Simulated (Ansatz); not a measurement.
Here is an Ansatz 0.2.0 calculation.

Contents of input.yaml:

```yaml
crystal:
  lattice:
    - [0.0, 3.018, 3.018]
    - [3.018, 0.0, 3.018]
    - [3.018, 3.018, 0.0]
  atoms:
    - { symbol: In, position: [0.0, 0.0, 0.0] }
    - { symbol: As, position: [0.75, 0.75, 0.75] }
hamiltonian:
  xc: pbe
  pseudopotentials: { kind: paw }
kpoints:
  mp_grid: { grid: [8, 8, 8] }
scf:
  occupations: { method: gaussian, width: 0.025 }
output:
  forces: true
  stress: true
  eigenvalues: true
  write_density: true
  write_potential: true
  elf: true
  volumetric_format: npy
```

Potentials or basis: Ansatz PAW.

The run is started by

```bash
$ ansatz run input.yaml --threads 2 --pin off --max-ram 5632MiB --backend cpu --events-out ev --progress --plain --runs-dir out
```

**Question.** Estimate the band gap on the k mesh.

**Answer.** None (metal or under the smearing width).

**Question.** What does it give for the pressure?

**Answer.** 4.3 GPa.

Caveat: this crystal is a semiconductor, whose small gap the functional closes, so the metal is an error of the method.

**What was measured.**

From a printed reference work, data compilation, for a bulk crystal of InAs at 4.2 K: band gap 0.418 eV (direct).

Measured gap of InAs: 0.418 eV (direct; 4.2 K; a printed reference work, data compilation). This calculation gives 0.00 eV (-0.42 eV). Spin-orbit coupling on As, In is left out. The value is that of PBE on a finite k mesh, which can miss the band edges, without temperature or zero-point motion. Semilocal functionals fall short of measured gaps as a rule.
